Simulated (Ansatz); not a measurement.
# W: a trigonal deformation path, part 2 of 2

This session takes W and sets out to follow a trigonal deformation at fixed volume.

Ansatz 0.2.0; DFT PBE, scalar-relativistic, plane waves, PAW.

## (8) At ρ = 0.600

The COD cell was measured well above room temperature, so it is larger than a cold one.

input.yaml

```yaml
crystal:
  lattice:
    - [-2.1463163662, 1.6413007506, 1.6413007506]
    - [1.6413007506, -2.1463163662, 1.6413007506]
    - [1.6413007506, 1.6413007506, -2.1463163662]
  atoms:
    - { symbol: W, position: [0.0, 0.0, 0.0] }
basis:
  ecutwfc: 420
kpoints:
  mp_grid: { grid: [24, 24, 24] }
hamiltonian:
  xc: pbe
scf:
  occupations: { method: fermi_dirac, width: 0.4 }
output:
  forces: true
  stress: true
  eigenvalues: true
```

Launch:

```console
$ ansatz run input.yaml --threads 1 --pin off --max-ram 2560MiB --backend cpu --events-out ev --progress --plain --runs-dir out
```

Standard output, shortened:

```text
[...]
SCF converged after 6 iterations
Free energy (F): -10380.081954 eV
[...]
E sigma→0 (E₀):  -10379.885922 eV
Entropy (-TS):   -0.392064 eV (-392.064 meV/atom)
Fermi energy:    22.025747 eV
[...]
--- Forces (eV/Å), atoms counted from 1 ---
  atom   1  W     -0.00000000     0.00000000    -0.00000000
[...]
--- Stress (GPa, compression-positive) ---
      107.617291     129.693075     129.693075
      129.693075     107.617291     129.693075
      129.693075     129.693075     107.617291
  P = ⅓ Tr σ = 107.6173 GPa (1076.173 kbar)
--- Band table (eV; the first three rows and the last of 1313) ---
  k-point 0: bands = ["-53.3139", "-17.1127", "-17.1127", "-12.0328", "12.7702", "15.2794", "19.2112", "19.2112", "31.0239", "31.0239", "31.2791", "38.7104"]
[...]
```

It took 13 s on 1 thread of AMD EPYC 7R43 (Zen 3), shared host; peak memory 0.56 GiB.

## (9) Point ρ = 0.850

input.yaml

```yaml
crystal:
  lattice:
    - [-1.770528066, 1.6019063455, 1.6019063455]
    - [1.6019063455, -1.770528066, 1.6019063455]
    - [1.6019063455, 1.6019063455, -1.770528066]
  atoms:
    - { symbol: W, position: [0.0, 0.0, 0.0] }
basis:
  ecutwfc: 420
kpoints:
  mp_grid: { grid: [24, 24, 24] }
hamiltonian:
  xc: pbe
scf:
  occupations: { method: fermi_dirac, width: 0.4 }
output:
  forces: true
  stress: true
  eigenvalues: true
```

Launch:

```console
$ ansatz run input.yaml --threads 1 --pin off --max-ram 2560MiB --backend cpu --events-out ev --progress --plain --runs-dir out
```

Standard output, shortened:

```text
Warning: RAYON_NUM_THREADS=1 ignored (pool sized by the plan → 1); use --threads N
band count auto-derived: 12 (N_el = 14.0; filled up to band 7; 11 by the electrons, moments and atoms)
[...]
[... 3 set-up lines as earlier in the session ...]
[...]
Crystal: 1 atoms, lattice volume = 16.301 Å³
Basis set: ecut = 420 eV, 315 PW (Γ), exchange–correlation on 40×40×40 points (8 copies of the dense FFT grid, shifted against one another)
Bands: 12, of which v1, the nominal top of the filled ones, is band 7 counted from 1 (6 counted from 0)
[... 2 set-up lines as earlier in the session ...]
k-points: 1313 of 13824
[...]
SCF iter   1: F=—  HF=-10384.648036 eV  |F-HF|=—  |Δ(HF+E_count)|=         —  Δρ=4.22e-3  dr2=1.18e-3  ethr=1.77e-3  ⟨swp⟩=5.0  Hψ=79468  notcnv=0
[...]
SCF iter   6: F=-10384.647454 eV  HF=-10384.647454 eV  |F-HF|=3.67e-9  |Δ(HF+E_count)|=   1.44e-8  Δρ=9.09e-6  dr2=6.53e-9  ethr=3.14e-10  ⟨swp⟩=2.1  Hψ=51940  notcnv=0
[...]
SCF converged after 6 iterations
Free energy (F): -10384.647454 eV
[...]
E sigma→0 (E₀):  -10384.478238 eV
Entropy (-TS):   -0.338432 eV (-338.432 meV/atom)
Fermi energy:    21.903878 eV
[...]
--- Forces (eV/Å), atoms counted from 1 ---
  atom   1  W      0.00000000    -0.00000000     0.00000000
[...]
--- Stress (GPa, compression-positive) ---
        5.763431      21.529460      21.529460
       21.529460       5.763431      21.529460
       21.529460      21.529460       5.763431
  P = ⅓ Tr σ = 5.7634 GPa (57.634 kbar)
--- Band table (eV; the first three rows and the last of 1313) ---
  k-point 0: bands = ["-52.2021", "-16.0040", "-16.0040", "-15.3273", "12.4915", "18.8399", "21.0241", "21.0241", "25.0177", "25.0177", "34.5310", "37.4076"]
[...]
```

It took 11 s on 1 thread of AMD EPYC 7R43 (Zen 3), shared host; peak memory 0.58 GiB.

## (10) At ρ = 1.200

Changes to input.yaml since step 9:

```diff
@@ -2,5 +2,5 @@
   lattice:
-    - [-1.770528066, 1.6019063455, 1.6019063455]
-    - [1.6019063455, -1.770528066, 1.6019063455]
-    - [1.6019063455, 1.6019063455, -1.770528066]
+    - [-1.402909059, 1.6033246389, 1.6033246389]
+    - [1.6033246389, -1.402909059, 1.6033246389]
+    - [1.6033246389, 1.6033246389, -1.402909059]
   atoms:
```

Launch:

```console
$ ansatz run input.yaml --threads 1 --pin off --max-ram 2560MiB --backend cpu --events-out ev --progress --plain --runs-dir out
```

Standard output, shortened:

```text
[...]
SCF converged after 6 iterations
Free energy (F): -10384.715814 eV
[...]
E sigma→0 (E₀):  -10384.555244 eV
Entropy (-TS):   -0.321140 eV (-321.140 meV/atom)
Fermi energy:    21.942613 eV
[...]
--- Forces (eV/Å), atoms counted from 1 ---
  atom   1  W      0.00000000    -0.00000000    -0.00000000
[...]
--- Stress (GPa, compression-positive) ---
        4.763658     -12.653881     -12.653881
      -12.653881       4.763658     -12.653881
      -12.653881     -12.653881       4.763658
  P = ⅓ Tr σ = 4.7637 GPa (47.637 kbar)
--- Band table (eV; the first three rows and the last of 1313) ---
  k-point 0: bands = ["-52.1803", "-16.0313", "-15.6587", "-15.6587", "12.4843", "19.3284", "19.3284", "22.8001", "24.8148", "24.8148", "35.5566", "35.5566"]
[...]
```

It took 10 s on 1 thread of AMD EPYC 7R43 (Zen 3), shared host; peak memory 0.57 GiB.

## (11) ρ = 1.700

Changes to input.yaml since step 10:

```diff
@@ -2,5 +2,5 @@
   lattice:
-    - [-1.402909059, 1.6033246389, 1.6033246389]
-    - [1.6033246389, -1.402909059, 1.6033246389]
-    - [1.6033246389, 1.6033246389, -1.402909059]
+    - [-1.0260694704, 1.6506334959, 1.6506334959]
+    - [1.6506334959, -1.0260694704, 1.6506334959]
+    - [1.6506334959, 1.6506334959, -1.0260694704]
   atoms:
```

Launch:

```console
$ ansatz run input.yaml --threads 1 --pin off --max-ram 2560MiB --backend cpu --events-out ev --progress --plain --runs-dir out
```

Standard output, shortened:

```text
Warning: RAYON_NUM_THREADS=1 ignored (pool sized by the plan → 1); use --threads N
band count auto-derived: 12 (N_el = 14.0; filled up to band 7; 11 by the electrons, moments and atoms)
[...]
[... 3 set-up lines as earlier in the session ...]
[...]
Crystal: 1 atoms, lattice volume = 16.301 Å³
Basis set: ecut = 420 eV, 311 PW (Γ), exchange–correlation on 36×36×36 points (8 copies of the dense FFT grid, shifted against one another)
Bands: 12, of which v1, the nominal top of the filled ones, is band 7 counted from 1 (6 counted from 0)
[... 2 set-up lines as earlier in the session ...]
k-points: 1313 of 13824
[...]
SCF iter   1: F=—  HF=-10383.604094 eV  |F-HF|=—  |Δ(HF+E_count)|=         —  Δρ=3.22e-3  dr2=6.37e-4  ethr=1.77e-3  ⟨swp⟩=5.1  Hψ=80177  notcnv=0
[...]
SCF iter   6: F=-10383.604114 eV  HF=-10383.604114 eV  |F-HF|=1.62e-9  |Δ(HF+E_count)|=   3.18e-9  Δρ=5.49e-6  dr2=2.66e-9  ethr=1.17e-10  ⟨swp⟩=2.4  Hψ=47335  notcnv=0
[...]
SCF converged after 6 iterations
Free energy (F): -10383.604114 eV
[...]
E sigma→0 (E₀):  -10383.409094 eV
Entropy (-TS):   -0.390040 eV (-390.040 meV/atom)
Fermi energy:    21.816681 eV
[...]
--- Forces (eV/Å), atoms counted from 1 ---
  atom   1  W      0.00000000     0.00000000    -0.00000000
[...]
--- Stress (GPa, compression-positive) ---
       29.775927     -11.659848     -11.659848
      -11.659848      29.775927     -11.659848
      -11.659848     -11.659848      29.775927
  P = ⅓ Tr σ = 29.7759 GPa (297.759 kbar)
--- Band table (eV; the first three rows and the last of 1313) ---
  k-point 0: bands = ["-52.1158", "-15.7576", "-15.5119", "-15.5119", "12.6378", "17.1214", "17.1214", "26.4478", "27.0579", "27.0579", "36.3698", "36.3698"]
[...]
```

It took 11 s on 1 thread of AMD EPYC 7R43 (Zen 3), shared host; peak memory 0.59 GiB.

## (12) ρ = 0.930

input.yaml

```yaml
crystal:
  lattice:
    - [-1.6745930955, 1.5982272866, 1.5982272866]
    - [1.5982272866, -1.6745930955, 1.5982272866]
    - [1.5982272866, 1.5982272866, -1.6745930955]
  atoms:
    - { symbol: W, position: [0.0, 0.0, 0.0] }
basis:
  ecutwfc: 420
kpoints:
  mp_grid: { grid: [24, 24, 24] }
hamiltonian:
  xc: pbe
scf:
  occupations: { method: fermi_dirac, width: 0.4 }
output:
  forces: true
  stress: true
  eigenvalues: true
```

Launch:

```console
$ ansatz run input.yaml --threads 1 --pin off --max-ram 2560MiB --backend cpu --events-out ev --progress --plain --runs-dir out
```

Standard output, shortened:

```text
[...]
SCF converged after 6 iterations
Free energy (F): -10384.908759 eV
[...]
E sigma→0 (E₀):  -10384.746899 eV
Entropy (-TS):   -0.323719 eV (-323.719 meV/atom)
Fermi energy:    21.854162 eV
[...]
--- Forces (eV/Å), atoms counted from 1 ---
  atom   1  W      0.00000000     0.00000000    -0.00000000
[...]
--- Stress (GPa, compression-positive) ---
       -0.373217       7.751643       7.751643
        7.751643      -0.373217       7.751643
        7.751643       7.751643      -0.373217
  P = ⅓ Tr σ = -0.3732 GPa (-3.732 kbar)
--- Band table (eV; the first three rows and the last of 1313) ---
  k-point 0: bands = ["-52.1876", "-15.9043", "-15.9043", "-15.6550", "12.4511", "19.9006", "21.0301", "21.0301", "24.2963", "24.2963", "35.5109", "36.8223"]
[...]
```

It took 11 s on 1 thread of AMD EPYC 7R43 (Zen 3), shared host; peak memory 0.56 GiB.

## (13) Point ρ = 1.080

input.yaml

```yaml
crystal:
  lattice:
    - [-1.5153286575, 1.5983603647, 1.5983603647]
    - [1.5983603647, -1.5153286575, 1.5983603647]
    - [1.5983603647, 1.5983603647, -1.5153286575]
  atoms:
    - { symbol: W, position: [0.0, 0.0, 0.0] }
basis:
  ecutwfc: 420
kpoints:
  mp_grid: { grid: [24, 24, 24] }
hamiltonian:
  xc: pbe
scf:
  occupations: { method: fermi_dirac, width: 0.4 }
output:
  forces: true
  stress: true
  eigenvalues: true
```

Launch:

```console
$ ansatz run input.yaml --threads 1 --pin off --max-ram 2560MiB --backend cpu --events-out ev --progress --plain --runs-dir out
```

Standard output, shortened:

```text
Warning: RAYON_NUM_THREADS=1 ignored (pool sized by the plan → 1); use --threads N
band count auto-derived: 12 (N_el = 14.0; filled up to band 7; 11 by the electrons, moments and atoms)
[...]
[... 3 set-up lines as earlier in the session ...]
[...]
Crystal: 1 atoms, lattice volume = 16.301 Å³
Basis set: ecut = 420 eV, 333 PW (Γ), exchange–correlation on 40×40×40 points (8 copies of the dense FFT grid, shifted against one another)
Bands: 12, of which v1, the nominal top of the filled ones, is band 7 counted from 1 (6 counted from 0)
[... 2 set-up lines as earlier in the session ...]
k-points: 1313 of 13824
[...]
SCF iter   1: F=—  HF=-10384.915270 eV  |F-HF|=—  |Δ(HF+E_count)|=         —  Δρ=2.84e-3  dr2=8.67e-4  ethr=1.77e-3  ⟨swp⟩=5.0  Hψ=79007  notcnv=0
[...]
SCF iter   6: F=-10384.914753 eV  HF=-10384.914753 eV  |F-HF|=0.00e0  |Δ(HF+E_count)|=  1.80e-10  Δρ=2.93e-7  dr2=7.38e-12  ethr=1.70e-12  ⟨swp⟩=1.0  Hψ=42509  notcnv=0
[...]
SCF converged after 6 iterations
Free energy (F): -10384.914753 eV
[...]
E sigma→0 (E₀):  -10384.753721 eV
Entropy (-TS):   -0.322064 eV (-322.064 meV/atom)
Fermi energy:    21.861728 eV
[...]
--- Forces (eV/Å), atoms counted from 1 ---
  atom   1  W      0.00000000    -0.00000000     0.00000000
[...]
--- Stress (GPa, compression-positive) ---
       -0.427622      -5.825977      -5.825977
       -5.825977      -0.427622      -5.825977
       -5.825977      -5.825977      -0.427622
  P = ⅓ Tr σ = -0.4276 GPa (-4.276 kbar)
--- Band table (eV; the first three rows and the last of 1313) ---
  k-point 0: bands = ["-52.1864", "-15.9536", "-15.7559", "-15.7559", "12.4507", "20.2029", "20.2029", "21.6150", "24.2739", "24.2739", "35.9380", "35.9380"]
[...]
```

Run time: 10 s. Hardware: 1 thread of AMD EPYC 7R43 (Zen 3), shared host; peak memory 0.59 GiB.

## (14) The scan collected

The scan, with free energies counted from the undisturbed cell:

```csv
ρ,ΔE (meV/atom),pressure (GPa),space group
0.500,12066.5,260.1,R-3m
0.600,4880.5,107.6,R-3m
0.710,1758.9,38.4,R-3m
0.850,315.0,5.8,R-3m
0.930,53.7,-0.4,R-3m
1.000,0.0,-1.7,Im-3m
1.080,47.7,-0.4,R-3m
1.200,246.6,4.8,R-3m
1.410,774.4,16.9,R-3m
1.700,1358.3,29.8,R-3m
2.000,1565.5,34.4,Pm-3m
```

## (15) Summary of results

This closing draws on all 2 parts.

| quantity | value |
| --- | --- |
| highest point | 12066.5 meV/atom at ρ = 0.500 |

In words: The settings of these runs were drawn from a wide range and may not be converged. No sampled point lies below the undisturbed cell. No further minimum shows among the sampled points. At ρ = 2.000 the cell takes another symmetry, Pm-3m, 1565.5 meV/atom from the start at this fixed volume. The runs treat W without spin-orbit coupling.
